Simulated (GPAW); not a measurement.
# Si (P6/mmm) in GPAW: settings compared

The runs below take Si through relaxation of cell and atoms, with PBE, LDA, PBEsol.

Everything below comes from runs of GPAW 26.7.0. Logs are shortened: lines on timing, memory, paths and dates and some standing lists are left out, and cuts for length are marked. The log counts tension as positive stress, the text compression.

## 1. The crystal as given

The structure is hexagonal, space group P6/mmm (No. 191). The conventional cell has a = 4.121 Å, b = 4.121 Å, c = 2.655 Å, α = 90.00°, β = 90.00°, γ = 120.00°. Si (site symmetry -6m2) is surrounded by 5 Si at 2.38 to 2.65 Å.

The cell was built by a generator and needn't be a form met in nature.

## 2. Relaxation of cell and atoms, PBE

Contents of run.py:

```python
from ase import Atoms
from ase.filters import FrechetCellFilter
from ase.io import write
from ase.optimize import FIRE
from gpaw import GPAW, PW

atoms = Atoms(['Si', 'Si'],
              cell=[[4.1209498811, 0.0, 0.0],
                    [-2.0604749406, 3.5688472848, 0.0],
                    [0.0, 0.0, 2.65479]],
              scaled_positions=[[0.33333, 0.66667, 0.5],
                                [0.6666633333, 0.3333366667, 0.5]],
              pbc=True)

calc = GPAW(mode=PW(600),
            xc='PBE',
            kpts={'size': (8, 8, 10), 'gamma': True},
            occupations={'name': 'fermi-dirac', 'width': 0.05},
            nbands=11,
            convergence={'density': 1e-05, 'forces': 0.0001},
            maxiter=150,
            txt='gpaw.txt')
atoms.calc = calc
opt = FIRE(FrechetCellFilter(atoms), trajectory='relax.traj', logfile='-')
done = opt.run(fmax=0.05, steps=40)
calc.write('gs.gpw')
write('result.traj', atoms)
print('Converged:', done)
print('Cell:', atoms.cell.cellpar().round(4))
print('Volume:', round(atoms.get_volume(), 4))
print(atoms.get_scaled_positions().round(5))
```

Potentials or basis: GPAW PAW data sets (gpaw-data 1.2.1), pw.

The run is started by

```bash
$ OMP_NUM_THREADS=1 python run.py
```

gpaw.txt:

```text
__  _  _
 | _ |_)|_||  |
 |__||  | ||/\| - 26.7.0

Input parameters:
  mode=PW(ecut=600.0),
  convergence={'density': 1e-05, 'forces': 0.0001},
  kpts=MonkhorstPack(size=(8, 8, 10), gamma=True),
  maxiter=150,
  nbands=11,
  occupations=Occupations(name='fermi-dirac', width=0.05),
  xc=XC(name='PBE')

Diagonalizing LCAO Hamiltonian
Converting LCAO to pw mode

        Si  Si

Atoms  # Å, Bohr magnetons
|   | symbol |         x |        y |        z |    initial magnetic moments |
|---|--------|-----------|----------|----------|-----------------------------|
| 0 |     Si | -0.000021 | 2.379243 | 1.327395 | ( 0.0000,  0.0000,  0.0000) |
| 1 |     Si |  2.060454 | 1.189628 | 1.327395 | ( 0.0000,  0.0000,  0.0000) |

Unit cell  # Å
| periodic |         x |        y |        z |  lengths |     angles |
|----------|-----------|----------|----------|----------|------------|
|      yes |  4.120950 | 0.000000 | 0.000000 | 4.120950 |  90.000000 |
|      yes | -2.060475 | 3.568847 | 0.000000 | 4.120950 |  90.000000 |
|      yes |  0.000000 | 0.000000 | 2.654790 | 2.654790 | 120.000000 |

Number of symmetries: 4
Symmetry operations  # r_c * U_cc + t_c -> r_c
|   | kind |            matrix            |
|---|------|------------------------------|
| 0 |  E   |  1, 0, 0,  0, 1, 0,  0, 0, 1 |
| 1 |  σ   |  1, 0, 0,  0, 1, 0,  0, 0,-1 |
| 2 |  σ   |  0,-1, 0, -1, 0, 0,  0, 0, 1 |
| 3 |  C2  |  0,-1, 0, -1, 0, 0,  0, 0,-1 |
[... 109 lines left out ...]
SCF iterations
|iter     | |      energy | eigst |  dens |force |
|---------|-|-------------|-------|-------|------|
|iter:   1| |  -10.068097 | -0.04 |       |      |
|iter:   2| |  -10.069288 | -2.42 | -0.95 |      |
|iter:   3| |  -10.037209 | -2.60 | -0.97 |      |
|iter:   4| |  -10.036802 | -3.34 | -1.52 |      |
|iter:   5| |  -10.037054c| -5.18 | -2.34 |      |
|iter:   6| |  -10.037069c| -6.55 | -3.10 |      |
|iter:   7| |  -10.037070c| -7.74c| -3.77 |      |
|iter:   8| |  -10.037070c| -8.58c| -4.18 |      |
|iter:   9| |  -10.037070c| -8.08c| -4.76 |      |
|iter:  10| |  -10.037070c| -8.99c| -5.42c|      |
|iter:  11| |  -10.037070c|-10.31c| -6.32c|-5.34c|

Converged in 11 steps
Energy contributions relative to reference atoms: (reference = -15772.688500)

Energy contributions:
  Kinetic:          11.158727
  Coulomb:          -9.442149
  Zero:             -0.026597
  External:          0.000000
  Xc:              -11.723973
  Entropy:          -0.006156
  Spinorbit:         0.000000
  ----------------------------
  Free energy:     -10.040148
  Extrapolated:    -10.037070
[... 29 lines left out ...]
Forces  # eV/Ang
|        x |        y |       z |
|----------|----------|---------|
|  0.00000 | -0.00000 | 0.00000 |  # Si   0
| -0.00000 |  0.00000 | 0.00000 |  # Si   1

Interpolating wave functions to new cell

        Si  Si

Atoms  # Å, Bohr magnetons
|   | symbol |         x |        y |        z |    initial magnetic moments |
|---|--------|-----------|----------|----------|-----------------------------|
| 0 |     Si | -0.000021 | 2.380180 | 1.327080 | ( 0.0000,  0.0000,  0.0000) |
| 1 |     Si |  2.061265 | 1.190096 | 1.327080 | ( 0.0000,  0.0000,  0.0000) |

Unit cell  # Å
| periodic |         x |         y |        z |  lengths |     angles |
|----------|-----------|-----------|----------|----------|------------|
|      yes |  4.122572 | -0.000000 | 0.000000 | 4.122572 |  90.000000 |
|      yes | -2.061286 |  3.570252 | 0.000000 | 4.122572 |  90.000000 |
|      yes |  0.000000 |  0.000000 | 2.654160 | 2.654160 | 120.000000 |

Number of symmetries: 4
Symmetry operations  # r_c * U_cc + t_c -> r_c
|   | kind |            matrix            |
|---|------|------------------------------|
| 0 |  E   |  1, 0, 0,  0, 1, 0,  0, 0, 1 |
| 1 |  σ   |  1, 0, 0,  0, 1, 0,  0, 0,-1 |
| 2 |  σ   |  0,-1, 0, -1, 0, 0,  0, 0, 1 |
| 3 |  C2  |  0,-1, 0, -1, 0, 0,  0, 0,-1 |
[... 101 lines left out ...]
convergence criteria:
- Maximum integral of absolute [dens]ity change: 1e-05 electrons / valence electron
- Maximum change in the atomic [forces] across last 2 cycles: 0.0001 eV/Ang OR
Maximum error relative to the maximum force is below inf
- Maximum [total energy] change in last 3 cyles: 0.0005 eV / valence electron
- Maximum integral of absolute [eigenst]ate change: 4e-08 eV^2 / valence electron
maximum number of iterations: 150

SCF iterations
|iter     | |      energy | eigst |  dens |force |
|---------|-|-------------|-------|-------|------|
|iter:   1| |  -10.037207 | -4.77 |       |      |
|iter:   2| |  -10.037205 | -7.90c| -3.10 |      |
|iter:   3| |  -10.037195c| -6.57 | -3.13 |      |
|iter:   4| |  -10.037195c| -7.74c| -3.90 |      |
|iter:   5| |  -10.037195c| -8.11c| -4.65 |      |
|iter:   6| |  -10.037195c| -8.80c| -5.49c|      |
|iter:   7| |  -10.037195c| -9.79c| -6.24c|-6.94c|

Converged in 7 steps
Energy contributions relative to reference atoms: (reference = -15772.688500)

Energy contributions:
  Kinetic:          11.107859
  Coulomb:          -9.402096
  Zero:             -0.026531
  External:          0.000000
  Xc:              -11.713340
  Entropy:          -0.006174
  Spinorbit:         0.000000
  ----------------------------
  Free energy:     -10.040282
  Extrapolated:    -10.037195
[... 29 lines left out ...]
Forces  # eV/Ang
|        x |        y |       z |
|----------|----------|---------|
| -0.00000 |  0.00000 | 0.00000 |  # Si   0
|  0.00000 | -0.00000 | 0.00000 |  # Si   1

Interpolating wave functions to new cell

        Si  Si

Atoms  # Å, Bohr magnetons
|   | symbol |         x |        y |        z |    initial magnetic moments |
|---|--------|-----------|----------|----------|-----------------------------|
| 0 |     Si | -0.000021 | 2.381892 | 1.326509 | ( 0.0000,  0.0000,  0.0000) |
| 1 |     Si |  2.062748 | 1.190952 | 1.326509 | ( 0.0000,  0.0000,  0.0000) |

Unit cell  # Å
| periodic |         x |         y |        z |  lengths |     angles |
|----------|-----------|-----------|----------|----------|------------|
|      yes |  4.125537 | -0.000000 | 0.000000 | 4.125537 |  90.000000 |
|      yes | -2.062769 |  3.572820 | 0.000000 | 4.125537 |  90.000000 |
|      yes |  0.000000 |  0.000000 | 2.653017 | 2.653017 | 120.000001 |

Number of symmetries: 4
Symmetry operations  # r_c * U_cc + t_c -> r_c
|   | kind |            matrix            |
|---|------|------------------------------|
| 0 |  E   |  1, 0, 0,  0, 1, 0,  0, 0, 1 |
| 1 |  σ   |  1, 0, 0,  0, 1, 0,  0, 0,-1 |
| 2 |  σ   |  0,-1, 0, -1, 0, 0,  0, 0, 1 |
| 3 |  C2  |  0,-1, 0, -1, 0, 0,  0, 0,-1 |
[... 109 lines left out ...]
SCF iterations
|iter     | |      energy | eigst |  dens |force |
|---------|-|-------------|-------|-------|------|
|iter:   1| |  -10.037395 | -4.24 |       |      |
|iter:   2| |  -10.037390 | -7.37 | -2.84 |      |
|iter:   3| |  -10.037357c| -6.05 | -2.87 |      |
|iter:   4| |  -10.037356c| -7.21 | -3.64 |      |
|iter:   5| |  -10.037356c| -7.58c| -4.39 |      |
|iter:   6| |  -10.037356c| -8.28c| -5.24c|      |
|iter:   7| |  -10.037356c| -9.27c| -5.98c|-6.72c|

Converged in 7 steps
Energy contributions relative to reference atoms: (reference = -15772.688500)

Energy contributions:
  Kinetic:          11.015354
  Coulomb:          -9.329291
  Zero:             -0.026417
  External:          0.000000
  Xc:              -11.693895
  Entropy:          -0.006213
  Spinorbit:         0.000000
  ----------------------------
  Free energy:     -10.040462
  Extrapolated:    -10.037356
[... 29 lines left out ...]
Forces  # eV/Ang
|        x |        y |       z |
|----------|----------|---------|
| -0.00000 |  0.00000 | 0.00000 |  # Si   0
|  0.00000 | -0.00000 | 0.00000 |  # Si   1

# Writing to gs.gpw (mode='')
```

stdout:

```text
Step          Energy          fmax
FIRE:    0      -10.040148        0.078686
FIRE:    1      -10.040282        0.065122
FIRE:    2      -10.040462        0.040511
Converged: True
Cell: [  4.1255   4.1255   2.653   90.      90.     120.    ]
Volume: 39.1049
[[0.33333 0.66667 0.5    ]
 [0.66666 0.33334 0.5    ]]
```

It took 34 s on 1 thread of Intel Xeon 6975P-C (Granite Rapids), shared host; peak memory 0.22 GiB.

Results:

- Free energy: -10.0405 eV
- Relaxed volume: 19.55 Å³/atom
- Relaxed cell: a = 4.126 Å, b = 4.126 Å, c = 2.653 Å, α = 90.00°, β = 90.00°, γ = 120.00°
- Space group after relaxing (to 0.05 Å): P6/mmm (No. 191)
- Energy gained by relaxing: 0.1 meV/atom
- Ionic steps: 3
- Pressure after relaxing: 0.2 GPa
- Band gap on the k mesh: none (metal or under the smearing width)

Stress tensor (GPa, compression positive):
```
 0.33  0.00  0.00
 0.00  0.33  0.00
 0.00  0.00 -0.19
```

The path:
```tsv
step	energy change (eV)	largest force (eV/Å)	pressure (GPa)	volume (Å³)
1	0.0000	0.0000	0.30	39.04
2	-0.0001	0.0000	0.25	39.07
3	-0.0003	0.0000	0.16	39.10
```

Final structure:
```cif
data_structure
_symmetry_space_group_name_H-M 'P 1'
_symmetry_Int_Tables_number 1
_cell_length_a 4.1255
_cell_length_b 4.1255
_cell_length_c 2.6530
_cell_angle_alpha 90.000
_cell_angle_beta 90.000
_cell_angle_gamma 120.000
_cell_volume 39.10
loop_
_atom_site_label
_atom_site_type_symbol
_atom_site_fract_x
_atom_site_fract_y
_atom_site_fract_z
_atom_site_occupancy
Si1 Si 0.33333 0.66667 0.50000 1
Si2 Si 0.66666 0.33334 0.50000 1
```

Levels at points of the mesh, in eV from the Fermi level:
```tsv
k point	band 2	band 3	band 4	band 5	band 6	band 7
(0.00, 0.00, 0.00)	-2.86	-2.86	-2.76	1.26	1.26	5.59
(0.00, 0.00, 0.50)	-5.87	-0.15	-0.15	1.21	3.15	4.31
(0.50, 0.00, 0.00)	-8.78	-4.04	-1.29	6.16	7.06	7.13
(0.50, 0.00, 0.50)	-4.97	-4.23	-2.58	-1.18	2.90	3.92
(0.50, 0.50, 0.00)	-8.78	-4.04	-1.29	6.16	7.06	7.13
(0.50, 0.50, 0.50)	-4.97	-4.23	-2.58	-1.18	2.90	3.92
```

Caveat: later steps reuse the first step's grids.

## 3. Relaxation of cell and atoms, LDA

Contents of run.py:

```python
from ase.filters import FrechetCellFilter
from ase.io import read, write
from ase.optimize import LBFGS
from gpaw import GPAW, PW

atoms = read('Si.xyz')

calc = GPAW(mode=PW(600),
            xc='LDA',
            kpts={'size': (8, 8, 10), 'gamma': True},
            occupations={'name': 'fermi-dirac', 'width': 0.05},
            nbands=11,
            convergence={'density': 1e-05, 'forces': 0.0001},
            maxiter=150,
            txt='gpaw.txt')
atoms.calc = calc
opt = LBFGS(FrechetCellFilter(atoms), trajectory='relax.traj', logfile='-')
done = opt.run(fmax=0.01, steps=100)
calc.write('gs.gpw')
write('result.traj', atoms)
print('Converged:', done)
print('Cell:', atoms.cell.cellpar().round(4))
print('Volume:', round(atoms.get_volume(), 4))
print(atoms.get_scaled_positions().round(5))
```

Contents of Si.xyz:

```xyz
2
Lattice="4.1209498811 0.0000000000 0.0000000000 -2.0604749406 3.5688472848 0.0000000000 0.0000000000 0.0000000000 2.6547900000" Properties=species:S:1:pos:R:3 pbc="T T T"
Si    -0.0000206048      2.3792434194      1.3273950000
Si     2.0604543356      1.1896276579      1.3273950000
```

Potentials or basis: the program's PAW data sets (release 1.2.1) made for this functional, pw.

The run is started by

```bash
$ OMP_NUM_THREADS=1 python run.py
```

It took 61 s on 1 thread of Intel Xeon 6975P-C (Granite Rapids), shared host; peak memory 0.29 GiB.

Results (log left out):

- Free energy: -11.1767 eV
- Relaxed volume: 18.84 Å³/atom
- Relaxed cell: a = 4.077 Å, b = 4.077 Å, c = 2.618 Å, α = 90.00°, β = 90.00°, γ = 120.00°
- Space group after relaxing (to 0.05 Å): P6/mmm (No. 191)
- Energy gained by relaxing: 6.6 meV/atom
- Ionic steps: 6
- Pressure after relaxing: 0.0 GPa
- Band gap on the k mesh: none (metal or under the smearing width)

Step by step:
| step | energy change (eV) | largest force (eV/Å) | pressure (GPa) | volume (Å³) |
| --- | --- | --- | --- | --- |
| 1 | 0.0000 | 0.0000 | -2.96 | 39.04 |
| 2 | -0.0050 | 0.0000 | -2.35 | 38.74 |
| 3 | -0.0132 | 0.0000 | 0.12 | 37.63 |
| 4 | -0.0132 | 0.0000 | 0.01 | 37.68 |
| 5 | -0.0132 | 0.0000 | -0.01 | 37.68 |
| 6 | -0.0132 | 0.0000 | -0.01 | 37.68 |

Final structure:
```yaml
crystal:
  lattice:
    - [4.07701, 0.00000, 0.00000]
    - [-2.03850, 3.53079, 0.00000]
    - [0.00000, 0.00000, 2.61771]
  atoms:
    - { symbol: Si, position: [0.33333, 0.66667, 0.50000] }
    - { symbol: Si, position: [0.66666, 0.33334, 0.50000] }
```

Levels at points of the mesh, in eV from the Fermi level:
| k point | band 2 | band 3 | band 4 | band 5 | band 6 | band 7 |
| --- | --- | --- | --- | --- | --- | --- |
| (0.00, 0.00, 0.00) | -2.89 | -2.89 | -2.68 | 1.23 | 1.23 | 5.48 |
| (0.00, 0.00, 0.50) | -6.03 | -0.07 | -0.07 | 1.27 | 3.52 | 4.41 |
| (0.50, 0.00, 0.00) | -8.91 | -4.11 | -1.38 | 6.30 | 7.11 | 7.30 |
| (0.50, 0.00, 0.50) | -4.94 | -4.34 | -2.66 | -1.12 | 3.01 | 3.89 |
| (0.50, 0.50, 0.00) | -8.91 | -4.11 | -1.38 | 6.30 | 7.11 | 7.30 |
| (0.50, 0.50, 0.50) | -4.94 | -4.34 | -2.66 | -1.12 | 3.01 | 3.89 |

Caveat: later steps reuse the first step's grids.

(Part 1 of 2 ends here.)
